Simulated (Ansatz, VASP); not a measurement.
**One calculation of ZnS, two programs**

INCAR

```
SYSTEM = ZnS
  ALGO = Normal
  EDIFF = 1E-6
  ENCUT = 520
  GGA = PS
  ISIF = 2
  ISMEAR = 0
  LASPH = .TRUE.
  LCHARG = .FALSE.
  LREAL = .FALSE.
  LWAVE = .FALSE.
  NBANDS = 26
  NELM = 100
  PREC = Accurate
  SIGMA = 0.05
```

The input KPOINTS:

```
k-points
0
G
  9 9 6
  0 0 0
```

Contents of POSCAR:

```
ZnS
1.0
    4.0231463824      0.0000000000      0.0000000000
   -2.0115731912      3.4841469703      0.0000000000
    0.0000000000      0.0000000000      5.5938748836
Zn S
2 2
Direct
    0.3333333333      0.6666666667      0.0000000000
    0.6666666667      0.3333333333      0.5000000000
    0.3333333333      0.6666666667      0.3850000000
    0.6666666667      0.3333333333      0.8850000000
```

Input for Ansatz:

```yaml
crystal:
  lattice:
    - [4.0231463824, 0.0, 0.0]
    - [-2.0115731912, 3.4841469703, 0.0]
    - [0.0, 0.0, 5.5938748836]
  atoms:
    - { symbol: Zn, position: [0.3333333333, 0.6666666667, 0.0] }
    - { symbol: Zn, position: [0.6666666667, 0.3333333333, 0.5] }
    - { symbol: S, position: [0.3333333333, 0.6666666667, 0.385] }
    - { symbol: S, position: [0.6666666667, 0.3333333333, 0.885] }
basis:
  ecutwfc: 420
kpoints:
  mp_grid: { grid: [9, 9, 6] }
hamiltonian:
  xc: pbesol
scf:
  occupations: { method: gaussian, width: 0.05 }
output:
  forces: true
  stress: true
  eigenvalues: true
```

Alike in both runs: task single point; functional PBEsol; k mesh 9 × 9 × 6; occupations gaussian, width 0.05 eV; no spin polarisation.

|  | VASP | Ansatz |
| --- | --- | --- |
| version | VASP 6.6.1 | Ansatz 0.2.0 |
| potentials or method | VASP PAW PBE potentials, release 64 (Zn, S) | scalar-relativistic, plane waves, PAW |
| plane-wave cutoff (eV) | 520 | 420 |
| valence electrons in the cell | 36 | 36 |

|  | VASP | Ansatz | Ansatz less VASP |
| --- | --- | --- | --- |
| gap on the k mesh at the Fermi level (eV) | 1.69 | 1.70 | +0.007 |
| least direct gap on the mesh (eV) | 1.69 | 1.70 | +0.007 |
| pressure (GPa) | 1.3 | 1.1 | -0.21 |
| largest component of the traceless stress (GPa) | 15.48 | 15.43 | -0.047 |
| rms of the force components (eV/Å) | 0.710 | 0.705 | -0.0044 |

Atom by atom the forces differ by 0.004 eV/Å (rms over components).

Caveats: the PAW data sets were made with another functional, which shifts forces and pressure a little (VASP); an odd mesh through Γ misses points on the zone boundary, where band edges often lie. PBEsol gaps usually lie below the measured ones, often by a third to a half.
